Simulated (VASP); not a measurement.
# BN (P6_3/mmc) in VASP: further runs

Runs on BN. Level: PBE+D3(BJ). Tasks: relaxation of cell and atoms.

Everything below comes from runs of VASP 6.6.1. Logs are shortened: lines on timing, memory, paths and dates and some standing lists are left out, and cuts for length are marked.

## (1) Starting point

It takes space group P6_3/mmc (No. 194, hexagonal). Conventional cell: a = 2.498 Å, b = 2.498 Å, c = 6.636 Å, α = 90.00°, β = 90.00°, γ = 120.00°. Around B (site symmetry -6m2) lie 3 N at 1.44 Å. Around N (site symmetry -6m2) lie 3 B at 1.44 Å.

## (2) Relaxation of cell and atoms, PBE+D3(BJ)

Contents of INCAR:

```
ALGO = Fast
EDIFF = 1E-7
EDIFFG = -0.002
ENCUT = 520
GGA = PE
IBRION = 2
ISIF = 3
ISMEAR = 0
IVDW = 12
LASPH = True
LCHARG = False
LREAL = False
LWAVE = False
NELM = 80
NSW = 80
PREC = Accurate
SIGMA = 1.0
```

Contents of KPOINTS:

```
k-points
0
Gamma
  15 15 6
```

Contents of POSCAR:

```
BN
1.0
    2.4982400000      0.0000000000      0.0000000000
   -1.2491200000      2.1635393000      0.0000000000
    0.0000000000      0.0000000000      6.6357000000
B N
2 2
Direct
    0.3333333300      0.6666666700      0.2500000000
    0.6666666700      0.3333333300      0.7500000000
    0.3333333300      0.6666666700      0.7500000000
    0.6666666700      0.3333333300      0.2500000000
```

Potentials or basis: VASP PAW PBE potentials, release 64 (B, N).

The run is started by

```
$ cat potpaw_PBE.64/B/POTCAR potpaw_PBE.64/N/POTCAR > POTCAR
$ mpirun -np 1 vasp_std > vasp.out
```

OUTCAR:

```text
EDIFF = 1E-7
   EDIFFG = -0.002
   ENCUT = 520
   GGA = PE
   IBRION = 2
   ISIF = 3
   ISMEAR = 0
   IVDW = 12
   LASPH = True
   LREAL = False
   NELM = 80
   NSW = 80
   PREC = Accurate
 IVDW          = 12

 ion  position               nearest neighbor table
   1  0.333  0.667  0.250-   4 1.44   4 1.44   4 1.44
   2  0.667  0.333  0.750-   3 1.44   3 1.44   3 1.44
   3  0.333  0.667  0.750-   2 1.44   2 1.44   2 1.44
   4  0.667  0.333  0.250-   1 1.44   1 1.44   1 1.44

  LATTYP: Found a hexagonal cell.
 ALAT       =     2.4982400000
 C/A-ratio  =     2.6561499296

  Lattice vectors:

 A1 = (   2.4982400000,   0.0000000000,   0.0000000000)
 A2 = (  -1.2491200000,   2.1635393000,   0.0000000000)
 A3 = (   0.0000000000,   0.0000000000,   6.6357000000)

Analysis of symmetry for initial positions (statically):
=====================================================================
 Subroutine PRICEL returns:
 Original cell was already a primitive cell.

 Routine SETGRP: Setting up the symmetry group for a
 hexagonal supercell.

 Subroutine GETGRP returns: Found 24 space group operations
 (whereof 12 operations were pure point group operations)
 out of a pool of 24 trial point group operations.

The static configuration has the point symmetry D_3d.
 The point group associated with its full space group is D_6h.

Analysis of symmetry for dynamics (positions and initial velocities):
=====================================================================
 Subroutine PRICEL returns:
 Original cell was already a primitive cell.

 Routine SETGRP: Setting up the symmetry group for a
 hexagonal supercell.

 Subroutine GETGRP returns: Found 24 space group operations
 (whereof 12 operations were pure point group operations)
 out of a pool of 24 trial point group operations.

The dynamic configuration has the point symmetry D_3d.
 The point group associated with its full space group is D_6h.

 Subroutine INISYM returns: Found 24 space group operations
 (whereof 12 operations are pure point group operations),
 and found     1 'primitive' translations

----------------------------------------------------------------------------------------

                                     Primitive cell

  volume of cell :      35.8662

  direct lattice vectors                    reciprocal lattice vectors
     2.498240000  0.000000000  0.000000000     0.400281798  0.231102805  0.000000000
    -1.249120000  2.163539300  0.000000000     0.000000000  0.462205609  0.000000000
     0.000000000  0.000000000  6.635700000     0.000000000  0.000000000  0.150700002

  length of vectors
     2.498240000  2.498239996  6.635700000     0.462205608  0.462205609  0.150700002

  position of ions in fractional coordinates (direct lattice)
     0.333333330  0.666666670  0.250000000
     0.666666670  0.333333330  0.750000000
     0.333333330  0.666666670  0.750000000
     0.666666670  0.333333330  0.250000000

  ion indices of the primitive-cell ions
   primitive index   ion index
                 1           1
                 2           2
                 3           3
                 4           4

----------------------------------------------------------------------------------------

 KPOINTS: k-points

Automatic generation of k-mesh.
 Grid dimensions read from file:
 generate k-points for:   15   15    6

 Generating k-lattice:

  Cartesian coordinates                     Fractional coordinates (reciprocal lattice)
     0.026685453  0.015406854  0.000000000     0.066666667 -0.000000000  0.000000000
     0.000000000  0.030813707  0.000000000     0.000000000  0.066666667  0.000000000
     0.000000000  0.000000000  0.025116667     0.000000000  0.000000000  0.166666667

  Length of vectors
     0.030813707  0.030813707  0.025116667

  Shift w.r.t. Gamma in fractional coordinates (k-lattice)
     0.000000000  0.000000000  0.000000000

 Subroutine IBZKPT returns following result:
 ===========================================

 Found    108 irreducible k-points:

 Following reciprocal coordinates:
            Coordinates               Weight
  0.000000  0.000000  0.000000      1.000000
  0.066667  0.000000  0.000000      6.000000
  0.133333 -0.000000  0.000000      6.000000
  0.200000 -0.000000  0.000000      6.000000
  0.266667 -0.000000  0.000000      6.000000
  0.333333  0.000000  0.000000      6.000000
[... 16 lines left out ...]
  0.333333  0.200000  0.000000     12.000000
  0.400000  0.200000  0.000000      6.000000
 [... further k-points ...]
   k-points           NKPTS =    108   k-points in BZ     NKDIM =    108   number of bands    NBANDS=     12
   number of dos      NEDOS =    301   number of ions     NIONS =      4
   total plane-waves  NPLWV =  20000
   dimension x,y,z NGX =    20 NGY =   20 NGZ =   50
   dimension x,y,z NGXF=    40 NGYF=   40 NGZF=  100
   ions per type =               2   2
   NGX,Y,Z   is equivalent  to a cutoff of  13.31, 13.31, 12.53 a.u.
   NGXF,Y,Z  is equivalent  to a cutoff of  26.62, 26.62, 25.05 a.u.
 SYSTEM =  unknown system
   PREC   = accura    normal or accurate (medium, high low for compatibility)
   ISTART =      0    job   : 0-new  1-cont  2-samecut
   ICHARG =      2    charge: 1-file 2-atom 10-const
   ISPIN  =      1    spin polarized calculation?
   LNONCOLLINEAR =      F non collinear calculations
   LSORBIT =      F    spin-orbit coupling
   LASPH  =      T    aspherical Exc in radial PAW
   ENCUT  =  520.0 eV  38.22 Ry    6.18 a.u.   4.65  4.65 12.34*2*pi/ulx,y,z
   NELM   =     80;   NELMIN=  2; NELMDL= -5     # of ELM steps
   EDIFF  = 0.1E-06   stopping-criterion for ELM
   LREAL  =      F    real-space projection
   EDIFFG = -.2E-02   stopping-criterion for IOM
   NSW    =     80    number of steps for IOM
   IBRION =      2    ionic relax: 0-MD 1-quasi-New 2-CG
   NFREE  =      1    steps in history (QN), initial steepest desc. (CG)
   ISIF   =      3    stress and relaxation
   ISYM   =      2    0-nonsym 1-usesym 2-fastsym
   POTIM  = 0.5000    time-step for ionic-motion
   TEBEG  =    0.0;   TEEND  =   0.0 temperature during run
   PSTRESS=    0.0 pullay stress
   NELECT =      16.0000    total number of electrons
   NUPDOWN=      -1.0000    fix difference up-down
   EMIN   =  10.00;   EMAX   =-10.00  energy-range for DOS
   EFERMI =   0.00;   METHOD = LEGACY
   ISMEAR =     0;   SIGMA  =   1.00  broadening in eV -4-tet -1-fermi 0-gaus
   EFERMI_NEDOS =   21; number of points for ismear=-14 and -15
   IALGO  =     68    algorithm
   IMIX   =      4    mixing-type and parameters
     AMIX     =   0.40;   BMIX     =  1.00
     AMIX_MAG =   1.60;   BMIX_MAG =  1.00
  volume/ion in A,a.u.               =       8.97        60.51
  Fermi-wavevector in a.u.,A,eV,Ry     =   1.250891  2.363842 21.289433  1.564729
  Thomas-Fermi vector in A             =   2.384864
   LORBIT       =      0    0 simple, 1 ext, 2 COOP (PROOUT), +10 PAW based schemes
   GGA     = PE    functional components
   LHFCALC =     F    Hartree Fock is set to
   AEXX    =    0.0000 exact exchange contribution
   IVDW    =    12    specifies the selected vdW correction
   LEPSILON=     F    determine dielectric tensor
   LRPA    =     F    only Hartree local field effects (RPA)
 conjugate gradient relaxation of ions
 non-spin polarized calculation
 RMM-DIIS sequential band-by-band and
 Gauss-broadening in eV      SIGMA  =   1.00
  energy-cutoff  :      520.00
  volume of cell :       35.87
 maximum number of plane-waves:       985
 NGX is ok and might be reduce to    20
   NGX =  9   NGY =  9   NGZ = 25

--------------------------------------- Ionic step        1  -------------------------------------------

 number of electron      15.9999997 magnetization

 Free energy of the ion-electron system (eV)
  ---------------------------------------------------
  ext. energy  EPLUGINS =         0.00000000
  ---------------------------------------------------
  free energy    TOTEN  =       -35.14698079 eV

  energy without entropy =      -35.14611179  energy(sigma->0) =      -35.14654629

------------------------ aborting loop because EDIFF is reached ----------------------------------------

 Edisp (eV)   -0.56768

 E8    (eV) :    -0.1663

  FORCE on cell =-STRESS in cart. coord.  units (eV):
  Direction    XX          YY          ZZ          XY          YZ          ZX
  --------------------------------------------------------------------------------------
  -------------------------------------------------------------------------------------
  Total       0.84038     0.84038    -0.05743     0.00000    -0.00000     0.00000
  in kB      37.54061    37.54061    -2.56545     0.00000    -0.00000     0.00000
  external pressure =       24.17 kB  Pullay stress =        0.00 kB
[... 103 lines left out ...]
  FREE ENERGIE OF THE ION-ELECTRON SYSTEM (eV)
  ---------------------------------------------------
  free  energy   TOTEN  =       -35.7175508348 eV

  energy  without entropy=      -35.7166231530  energy(sigma->0) =      -35.71708699

[... ionic steps 4 to 10 ...]

--------------------------------------- Ionic step       11  -------------------------------------------

 number of electron      15.9999997 magnetization

------------------------ aborting loop because EDIFF is reached ----------------------------------------

 Edisp (eV)   -0.56910

 E8    (eV) :    -0.1668
[... 73 lines left out ...]
  energy  without entropy=      -35.7167510381  energy(sigma->0) =      -35.71723211

--------------------------------------- Ionic step       13  -------------------------------------------

 number of electron      15.9999997 magnetization

 Free energy of the ion-electron system (eV)
  ---------------------------------------------------
  ext. energy  EPLUGINS =         0.00000000
  ---------------------------------------------------
  free energy    TOTEN  =       -35.14868091 eV

  energy without entropy =      -35.14772513  energy(sigma->0) =      -35.14820302

 E-fermi :   4.5368     XC(G=0): -10.1182

 val. band max:        2.3611417529   @ k =   0.3333   0.2667   0.0000
 cond. band min:       6.6302559519   @ k =   0.4667   0.0667   0.0000
 fundamental gap:      4.2691141990
 Fermi energy:         4.5368203300

 k-point     1 :       0.0000    0.0000    0.0000
  band No.  band energies     occupation
      1     -15.4617      2.00000
      2     -15.1477      2.00000
      3      -3.9079      2.00000
      4      -1.6928      2.00000
      5       0.9911      2.00000
      6       0.9911      2.00000
      7       1.0318      2.00000
      8       1.0318      2.00000
      9       7.6400      0.00001
     10      12.7281      0.00000
     11      13.8424      0.00000
     12      13.8424      0.00000
[... 331 lines left out ...]
 k-point    24 :       0.4000    0.2000    0.0000
  band No.  band energies     occupation
      1     -11.9252      2.00000
      2     -11.8652      2.00000
      3      -6.1207      2.00000
      4      -6.0292      2.00000
      5      -3.6094      2.00000
      6      -3.5273      2.00000
      7       1.4773      1.99998
      8       2.2574      1.99873
      9       6.9048      0.00081
     10       7.7215      0.00001
     11      14.0654      0.00000
     12      14.3465      0.00000

 [... further k-points ...]

------------------------ aborting loop because EDIFF is reached ----------------------------------------

 Edisp (eV)   -0.56906

 E8    (eV) :    -0.1668

  FORCE on cell =-STRESS in cart. coord.  units (eV):
  Direction    XX          YY          ZZ          XY          YZ          ZX
  --------------------------------------------------------------------------------------
  -------------------------------------------------------------------------------------
  Total       0.00061     0.00061    -0.00066     0.00000    -0.00000     0.00000
  in kB       0.02740     0.02740    -0.02949     0.00000    -0.00000     0.00000
  external pressure =        0.01 kB  Pullay stress =        0.00 kB
[... 19 lines left out ...]
  FREE ENERGIE OF THE ION-ELECTRON SYSTEM (eV)
  ---------------------------------------------------
  free  energy   TOTEN  =       -35.7177420921 eV

  energy  without entropy=      -35.7167863091  energy(sigma->0) =      -35.71726420

 reached required accuracy - stopping structural energy minimisation
```

Run time: 3.5 min. Hardware: 1 thread of Intel Xeon Platinum 8488C (Sapphire Rapids), shared host; peak memory 0.19 GiB.

Results:

```yaml
Free_energy: -35.7177 eV
Relaxed_volume: 8.96 Å³/atom
Relaxed_cell: a = 2.507 Å, b = 2.507 Å, c = 6.585 Å, α = 90.00°, β = 90.00°, γ = 120.00°
Space_group_after_relaxing_to_0.05_Å: P6_3/mmc (No. 194)
Energy_gained_by_relaxing: 0.8 meV/atom
Ionic_steps: 13
Pressure_after_relaxing: 0.0 GPa
Band_gap_on_the_k_mesh: 4.27 eV, indirect (least direct gap 4.63 eV)
Dispersion_energy_per_atom: -0.142 eV
```

Step by step:
```csv
step,energy change (eV),largest force (eV/Å),pressure (GPa),volume (Å³)
1,0.0000,0.0000,2.42,35.87
2,0.0077,0.0000,-4.69,36.57
3,-0.0029,0.0000,-0.09,36.11
4,-0.0029,0.0000,-0.04,36.10
5,-0.0029,0.0000,-0.04,36.08
6,-0.0030,0.0000,-0.02,36.03
7,-0.0031,0.0000,0.01,35.92
8,-0.0030,0.0000,0.07,35.70
9,-0.0031,0.0000,0.03,35.83
10,-0.0031,0.0000,0.03,35.84
11,-0.0031,0.0000,0.02,35.84
12,-0.0031,0.0000,-0.25,35.86
13,-0.0031,0.0000,0.00,35.84
```

Final structure:
```yaml
crystal:
  lattice:
    - [2.50682, 0.00000, 0.00000]
    - [-1.25341, 2.17097, 0.00000]
    - [0.00000, 0.00000, 6.58522]
  atoms:
    - { symbol: B, position: [0.33333, 0.66667, 0.25000] }
    - { symbol: B, position: [0.66667, 0.33333, 0.75000] }
    - { symbol: N, position: [0.33333, 0.66667, 0.75000] }
    - { symbol: N, position: [0.66667, 0.33333, 0.25000] }
```

Levels at points of the mesh, in eV from the valence-band top:
```csv
k point,band 4,band 5,band 6,band 7,band 8,band 9,band 10,band 11,band 12
"(0.00, 0.00, 0.00)",-4.05,-1.37,-1.37,-1.33,-1.33,5.28,10.37,11.48,11.48
"(0.00, 0.00, 0.50)",-5.29,-1.35,-1.35,-1.35,-1.35,7.69,7.69,11.55,11.55
```

Caveat: an odd mesh through Γ misses points on the zone boundary, where band edges often lie.

(Continued in part 2 of 2.)
